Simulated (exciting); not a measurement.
# CdTe (F-43m) in exciting: a series of runs

The runs below take CdTe through single point, with PBE.

Everything below comes from runs of exciting (release sodium). Logs are shortened: lines on timing, memory, paths and dates and some standing lists are left out, and cuts for length are marked.

**What was measured.**

A printed reference work, data compilation reports, for a bulk crystal of CdTe at 0 K: band gap 1.607 eV.

The results are compared with them further down.

### 1 The structure

Symmetry: F-43m, No. 216, cubic system. Conventional cell: a = 6.410 Å, b = 6.410 Å, c = 6.410 Å, α = 90.00°, β = 90.00°, γ = 90.00°. Around Te (site symmetry -43m) lie 4 Cd at 2.78 Å. Cd (site symmetry -43m) is surrounded by 4 Te at 2.78 Å.

### 2 Single point, PBE

input.xml

```xml
<input>
  <title>CdTe</title>
  <structure speciespath="./" tshift="false">
    <crystal scale="1">
      <basevect>0.000000000000 6.056572229426 6.056572229426</basevect>
      <basevect>6.056572229426 0.000000000000 6.056572229426</basevect>
      <basevect>6.056572229426 6.056572229426 0.000000000000</basevect>
    </crystal>
    <species speciesfile="Te.xml" rmt="2.3">
      <atom coord="0.750000000000 0.750000000000 0.750000000000"/>
    </species>
    <species speciesfile="Cd.xml" rmt="2.3">
      <atom coord="0.000000000000 0.000000000000 0.000000000000"/>
    </species>
  </structure>
  <groundstate do="fromscratch" ngridk="5 5 5" rgkmax="8" gmaxvr="14" lmaxapw="10" lmaxmat="10" lmaxvr="8" xctype="GGA_PBE" stype="Gaussian" swidth="0.00183747" nempty="10" ValenceRelativity="iora*" epsengy="1e-05" epspot="1e-05" maxscl="60" tforce="true" outputlevel="high"/>
</input>
```

Potentials or basis: all-electron LAPW+lo, shipped species files, valence relativity iora*.

Command:

```
> OMP_NUM_THREADS=1 exciting_smp
```

INFO.OUT:

```text
================================================================================
EXCITING SODIUM started
[... 10 lines left out ...]

 Lattice vectors (cartesian) :
      0.0000000000      6.0565722294      6.0565722294
      6.0565722294      0.0000000000      6.0565722294
      6.0565722294      6.0565722294      0.0000000000

 Reciprocal lattice vectors (cartesian) :
     -0.5187080306      0.5187080306      0.5187080306
      0.5187080306     -0.5187080306      0.5187080306
      0.5187080306      0.5187080306     -0.5187080306

 Unit cell volume                           :     444.3351786826
 Brillouin zone volume                      :       0.5582502249

 Species :    1 (Te)
     parameters loaded from                 :    Te.xml
     name                                   :    tellurium
     nuclear charge                         :     -52.00000000
     electronic charge                      :      52.00000000
     atomic mass                            :  232600.57070000
     muffin-tin radius                      :       2.30000000
     # of radial points in muffin-tin       :     400

     atomic positions (lattice) :
       1 :   0.75000000  0.75000000  0.75000000

 Species :    2 (Cd)
     parameters loaded from                 :    Cd.xml
     name                                   :    cadmium
     nuclear charge                         :     -48.00000000
     electronic charge                      :      48.00000000
     atomic mass                            :  204912.71750000
     muffin-tin radius                      :       2.30000000
     # of radial points in muffin-tin       :     400

     atomic positions (lattice) :
       1 :   0.00000000  0.00000000  0.00000000

 Total number of atoms per unit cell        :       2

 Spin treatment                             :    spin-unpolarised

 Number of Bravais lattice symmetries       :      48
 Number of crystal symmetries               :      24

 k-point grid                               :       5    5    5
 Total number of k-points                   :      14
 k-point set is reduced with crystal symmetries

 R^MT_min * |G+k|_max (rgkmax)              :       8.00000000
 Species with R^MT_min                      :       1 (Te)
 Maximum |G+k| for APW functions            :       3.47826087
 Maximum |G| for potential and density      :      14.00000000
 Polynomial order for pseudochg. density    :       9

 G-vector grid sizes                        :      40    40    40
 Total number of G-vectors                  :   20539

 Maximum angular momentum used for
     APW functions                          :      10
     computing H and O matrix elements      :      10
     potential and density                  :       8
     inner part of muffin-tin               :       2

 Total nuclear charge                       :    -100.00000000
 Total electronic charge                    :     100.00000000
 Total core charge                          :      66.00000000
 Total valence charge                       :      34.00000000

 Effective Wigner radius, r_s               :       1.01986032

 Number of empty states                     :      10
 Total number of valence states             :      28

 Maximum Hamiltonian size                   :     357
 Maximum number of plane-waves              :     331
 Total number of local-orbitals             :      26

 Exchange-correlation type                  :      20
     Perdew-Burke-Ernzerhof, Phys. Rev. Lett. 77, 3865 (1996)
     Generalised gradient approximation (GGA)

 Smearing scheme                            :    Gaussian
 Smearing width                             :       0.00183747

 Using multisecant Broyden potential mixing
[... 6 lines left out ...]
* Groundstate module started                                                   *
********************************************************************************
 Output level for this task is set to high

++++++++++++++++++++++++++++++++++++++++++++++++++++++++++++++++++++++++++++++++
[... 5 lines left out ...]
+ SCF iteration number :    1                                                  +
++++++++++++++++++++++++++++++++++++++++++++++++++++++++++++++++++++++++++++++++
 Total energy                               :    -12390.77716891
 _______________________________________________________________
 Fermi energy                               :         0.15975025
 Kinetic energy                             :     13057.24895848
 Coulomb energy                             :    -25117.10596774
 Exchange energy                            :      -325.53706634
 Correlation energy                         :        -5.38309331
 Sum of eigenvalues                         :     -7492.29314462
 Effective potential energy                 :    -20549.54210310
 Coulomb potential energy                   :    -20117.67199042
 xc potential energy                        :      -431.87011268
 Hartree energy                             :      4027.35279030
 Electron-nuclear energy                    :    -28172.37757102
 Nuclear-nuclear energy                     :      -972.08118702
 Madelung energy                            :    -15058.26997253
 Core-electron kinetic energy               :         0.00000000

 DOS at Fermi energy (states/Ha/cell)       :         0.00000000

 Electron charges :
     core                                   :        66.00000000
     core leakage                           :         0.00334601
     valence                                :        34.00000000
     interstitial                           :         4.90462225
     charge in muffin-tin spheres :
                  atom     1    Te          :        49.20420379
                  atom     2    Cd          :        45.89117397
     total charge in muffin-tins            :        95.09537775
     total charge                           :       100.00000000
[... 531 lines left out ...]
 Electron charges :
     core                                   :        66.00000000
     core leakage                           :         0.00331668
     valence                                :        34.00000000
     interstitial                           :         4.92170020
     charge in muffin-tin spheres :
                  atom     1    Te          :        49.07984220
                  atom     2    Cd          :        45.99845760
     total charge in muffin-tins            :        95.07829980
     total charge                           :       100.00000000

 Estimated fundamental gap                  :         0.03146487
        valence-band maximum at    1      0.0000  0.0000  0.0000
     conduction-band minimum at    1      0.0000  0.0000  0.0000

 RMS change in effective potential (target) :  0.285387E-09  ( 0.100000E-04)
 Absolute change in total energy   (target) :  0.501785E-06  ( 0.100000E-04)
 Charge distance                   (target) :  0.184352E-09  ( 0.100000E-04)
 Abs. change in max-nonIBS-force   (target) :   0.00000      ( 0.500000E-04)

++++++++++++++++++++++++++++++++++++++++++++++++++++++++++++++++++++++++++++++++
| Convergency criteria checked for the last 2 iterations                       +
| Convergence targets achieved. Performing final SCF iteration                 +
++++++++++++++++++++++++++++++++++++++++++++++++++++++++++++++++++++++++++++++++
 Total energy                               :    -12392.95370266
 _______________________________________________________________
 Fermi energy                               :         0.15319876
 Kinetic energy                             :     13055.07931808
 Coulomb energy                             :    -25117.06945126
 Exchange energy                            :      -325.57890993
 Correlation energy                         :        -5.38465956
 Sum of eigenvalues                         :     -7493.41832009
 Effective potential energy                 :    -20548.49763818
 Coulomb potential energy                   :    -20116.57077634
 xc potential energy                        :      -431.92686184
 Hartree energy                             :      4028.41748790
 Electron-nuclear energy                    :    -28173.40575214
 Nuclear-nuclear energy                     :      -972.08118702
 Madelung energy                            :    -15058.78406309
 Core-electron kinetic energy               :         0.00000000

 DOS at Fermi energy (states/Ha/cell)       :         0.00000000

 Electron charges :
     core                                   :        66.00000000
     core leakage                           :         0.00331668
     valence                                :        34.00000000
     interstitial                           :         4.92170020
     charge in muffin-tin spheres :
                  atom     1    Te          :        49.07984220
                  atom     2    Cd          :        45.99845760
     total charge in muffin-tins            :        95.07829980
     total charge                           :       100.00000000

 Estimated fundamental gap                  :         0.03146487
        valence-band maximum at    1      0.0000  0.0000  0.0000
     conduction-band minimum at    1      0.0000  0.0000  0.0000

++++++++++++++++++++++++++++++++++++++++++++++++++++++++++++++++++++++++++++++++
+ Self-consistent loop stopped                                                 +
++++++++++++++++++++++++++++++++++++++++++++++++++++++++++++++++++++++++++++++++
 STATE.OUT is written

--------------------------------------------------------------------------------
- Writing atomic positions and forces                                          -
--------------------------------------------------------------------------------

 Atomic positions (lattice) :
 atom     1  Te  :     0.75000000    0.75000000    0.75000000
 atom     2  Cd  :     0.00000000    0.00000000    0.00000000

 Total atomic forces including IBS (cartesian) :
 atom     1  Te  :    -0.00000000    0.00000000    0.00000000
 atom     2  Cd  :     0.00000000    0.00000000   -0.00000000

 Atomic force components including IBS (cartesian) :
 atom     1  Te  :     0.00000000   -0.00000000   -0.00000000   HF force
                 :     0.00000000   -0.00000000    0.00000000   core correction
                 :    -0.00000000   -0.00000000    0.00000000   IBS correction
 atom     2  Cd  :    -0.00000000    0.00000000    0.00000000   HF force
                 :    -0.00000000    0.00000000    0.00000000   core correction
                 :     0.00000000    0.00000000   -0.00000000   IBS correction

********************************************************************************
* Groundstate module stopped                                                   *
********************************************************************************

================================================================================
| EXCITING SODIUM stopped                                                      =
================================================================================
```

Wall time 37 s (1 thread of AMD EPYC 7R13 (Zen 3), shared host); peak memory 0.16 GiB.

Results:

```
Free energy                                       : -337229.4499 eV
Band gap on the k mesh                            : 0.86 eV, direct
All electrons inside the program's atomic spheres : Te 49.08; Cd 46.00 (radii Te 2.3, Cd 2.3 bohr)
```

Caveat: rgkmax is low for these elements, so energy differences scatter by about 1 meV per atom; spin-orbit coupling is left out, which moves the levels of the heavy elements.

[end of part 1 of 2]
